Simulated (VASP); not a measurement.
The system is Mg.

```
CELL_PARAMETERS angstrom
3.20930 0.00000 0.00000
-1.60465 2.77934 0.00000
0.00000 0.00000 5.21030
ATOMIC_POSITIONS crystal
Mg 0.66667 0.33333 0.75000
Mg 0.33333 0.66667 0.25000
```

- Program: VASP 6.6.1
- Task: relaxation of cell and atoms
- Functional: PBE
- Dispersion: rVV10
- Potentials or basis: VASP PAW PBE potentials, release 64 (Mg)
- Cutoff: 600 eV
- k mesh: 10 × 10 × 5
- Occupations: fermi-dirac, width 0.05 eV
- Spin: no spin polarisation

At the start: pressure -0.7 GPa; volume 23.24 Å³/atom.

Problem. Where does the relaxation end?

Solution. Over 6 steps the energy falls by 3.4 meV/atom and the volume is 22.79 Å³/atom (-1.9 %); space group P6_3/mmc (No. 194, to 0.05 Å).

The path:
```tsv
step	energy change (eV)	largest force (eV/Å)	pressure (GPa)	volume (Å³)
1	0.0000	0.0000	-0.71	46.47
2	-0.0038	0.0000	-0.17	45.79
3	-0.0050	0.0000	0.35	45.16
4	-0.0065	0.0000	0.30	45.24
5	-0.0065	0.0000	0.29	45.25
6	-0.0068	0.0000	0.02	45.58
```

Final structure:
```
Mg
1.0
     3.15817    0.00000    0.00000
    -1.57909    2.73506    0.00000
     0.00000    0.00000    5.27663
Mg
2
Cartesian
  1.5791 0.9117 3.9575
  0.0000 1.8234 1.3192
```
